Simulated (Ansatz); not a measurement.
Crystal: Na2S.

```
S Na
1.0
     0.00000    3.27350    3.27350
     3.27350    0.00000    3.27350
     3.27350    3.27350    0.00000
S Na
1 2
Direct
  0.00000 0.00000 0.00000
  0.75000 0.75000 0.75000
  0.25000 0.25000 0.25000
```

Base run:

- Program: Ansatz 0.2.0
- Functional: PBE
- Potentials or basis: Ansatz PAW
- Cutoff: 420 eV
- Density cutoff: 1680 eV
- k mesh: 7 × 7 × 7
- Occupations: fermi-dirac, width 0.05 eV
- Spin: no spin polarisation

Its results: band gap on the k mesh 2.48 eV, direct; pressure 0.3 GPa.

Q: After a change of settings the same cell gave: band gap on the k mesh 3.03 eV, direct; pressure -0.5 GPa. Which change was it?
A. functional from PBE to LDA; occupations from fermi-dirac, width 0.05 eV to gaussian, width 0.1 eV
B. functional from PBE to PBEsol; occupations from fermi-dirac, width 0.05 eV to gaussian, width 0.1 eV
C. functional from PBE to r2SCAN; cutoff from 420 eV to 500 eV; density cutoff from 1680 eV to 2000 eV

A: C.

r2SCAN gives the wider gap, since meta-GGAs in the generalised Kohn-Sham scheme recover part of the derivative discontinuity.

Caveats: the PAW data sets come from PBE, with cores solved anew for the run's functional, which leaves a small shift of forces and pressure (some runs).

Not every run made on this cell is shown here.
